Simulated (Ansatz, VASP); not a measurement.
## Os in VASP and in Ansatz

File INCAR:

```
PREC = Accurate
ENCUT = 520
EDIFF = 1E-6
ISMEAR = -1
SIGMA = 0.03
LREAL = F
LASPH = T
NELM = 80
ALGO = Normal
ISIF = 2
LWAVE = F
LCHARG = T
GGA = PE
LELF = T
LVHAR = T
NBANDS = 10
```

KPOINTS

```
Automatic mesh
0
Gamma
  5 5 5
```

The input POSCAR:

```
Os
1.0
    0.0000000000      1.9450000000      1.9450000000
    1.9450000000      0.0000000000      1.9450000000
    1.9450000000      1.9450000000      0.0000000000
Os
1
Direct
    0.0000000000      0.0000000000      0.0000000000
```

File input.yaml:

```yaml
crystal:
  lattice:
    - [0.0, 1.945, 1.945]
    - [1.945, 0.0, 1.945]
    - [1.945, 1.945, 0.0]
  atoms:
    - { symbol: Os, position: [0.0, 0.0, 0.0] }
kpoints:
  mp_grid: { grid: [5, 5, 5] }
scf:
  occupations: { method: fermi_dirac, width: 0.03 }
hamiltonian:
  xc: pbe
  pseudopotentials: { kind: all_electron, lapw: { basis_error: 0.003 } }
output:
  forces: true
  stress: true
  eigenvalues: true
```

This isn't the form of Os at room conditions, which is hcp.

Alike in both runs: task single point; functional PBE; k mesh 5 × 5 × 5; occupations fermi-dirac, width 0.03 eV; no spin polarisation.

|  | VASP | Ansatz |
| --- | --- | --- |
| version | VASP 6.6.1 | Ansatz 0.2.0 |
| potentials or method | VASP PAW PBE potentials, release 64 (Os) | all-electron LAPW, scalar-relativistic |
| plane-wave cutoff (eV) | 520 | see its input |

Ansatz gave:

* gap on the k mesh at the Fermi level (eV): none
* pressure (GPa): -11.4

Which values does VASP return?

gap on the k mesh at the Fermi level (eV): none; pressure (GPa): -11.6.

A gap of «none» marks a metal or a gap that the smearing closes. Ansatz ran all-electron here, so the differences hold the error of VASP's frozen core and of both bases.

Caveats: the k mesh is coarse (spacing up to 0.56 Å⁻¹), so the values aren't converged. Spin-orbit coupling is left out, which matters for the levels of Os.
